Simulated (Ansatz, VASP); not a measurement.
This is a calculation of WC (Qusongite) for Ansatz 0.2.0. 

input.yaml

```yaml
crystal:
  lattice:
    - [2.9065, 0.0, 0.0]
    - [-1.45325, 2.5171028361, 0.0]
    - [0.0, 0.0, 2.8366]
  atoms:
    - { symbol: W, position: [0.0, 0.0, 0.0] }
    - { symbol: C, position: [0.6666666667, 0.3333333333, 0.5] }
hamiltonian:
  xc: pbe
  pseudopotentials: { kind: paw }
  dispersion: d3bj
kpoints:
  mp_grid: { grid: [10, 10, 9] }
scf:
  occupations: { method: fermi_dirac, width: 0.05 }
output:
  forces: true
  stress: true
relax:
  f_tol: 0.01
  max_steps: 40
  cell: { stress_tol: 0.05 }
```

Potentials or basis: Ansatz PAW.

The run is started by

```console
$ ansatz run input.yaml --threads 2 --pin off --max-ram 5632MiB --backend cpu --events-out ev --progress --plain --runs-dir out
```

Task: Translate it to VASP 6.6.1. Potentials or basis there: PBE PAW files C, W_sv, 600 eV.

Result: As run (cutoffs and basis follow the program's own potentials, and thresholds, step limits or extra output files can differ):

File INCAR:

```
SYSTEM = WC
PREC = Accurate ; ENCUT = 600
EDIFF = 1E-6 ; ISMEAR = -1
SIGMA = 0.05 ; LREAL = .FALSE.
LASPH = .TRUE. ; NELM = 80
ALGO = Normal ; ISIF = 3
LWAVE = .FALSE. ; LCHARG = .FALSE.
GGA = PE ; IVDW = 12
IBRION = 2 ; NSW = 40
EDIFFG = -0.02
```

The input KPOINTS:

```
Automatic mesh
0
G
  10 10 9
  0 0 0
```

Contents of POSCAR:

```
WC
1.0
    2.9065000000      0.0000000000      0.0000000000
   -1.4532500000      2.5171028361      0.0000000000
    0.0000000000      0.0000000000      2.8366000000
W C
1 1
Direct
    0.0000000000      0.0000000000      0.0000000000
    0.6666666667      0.3333333333      0.5000000000
```

Potentials or basis: VASP PAW PBE potentials, release 64 (W_sv, C).

Launch:

```sh
$ cat potpaw_PBE.64/W_sv/POTCAR potpaw_PBE.64/C/POTCAR > POTCAR
$ mpirun -np 1 vasp_std > vasp.out
```

Both were run:

|  | Ansatz | VASP |
| --- | --- | --- |
| Relaxed volume | 10.33 Å³/atom | 10.36 Å³/atom |
| Relaxed cell | a = 2.903 Å, b = 2.903 Å, c = 2.831 Å, α = 90.00°, β = 90.00°, γ = 120.00° | a = 2.905 Å, b = 2.905 Å, c = 2.834 Å, α = 90.00°, β = 90.00°, γ = 120.00° |
| Space group after relaxing | P-6m2 (No. 187) | P-6m2 (No. 187) |
| Pressure after relaxing | 0.0 GPa | 0.0 GPa |

Ansatz's pressure holds a Pulay term of +0.32 GPa for its cutoff of 420 eV, which the other run lacks.

Where Ansatz's input types no cutoff or centring, it takes its own default and a Γ-centred mesh.

Pressure is positive in compression.
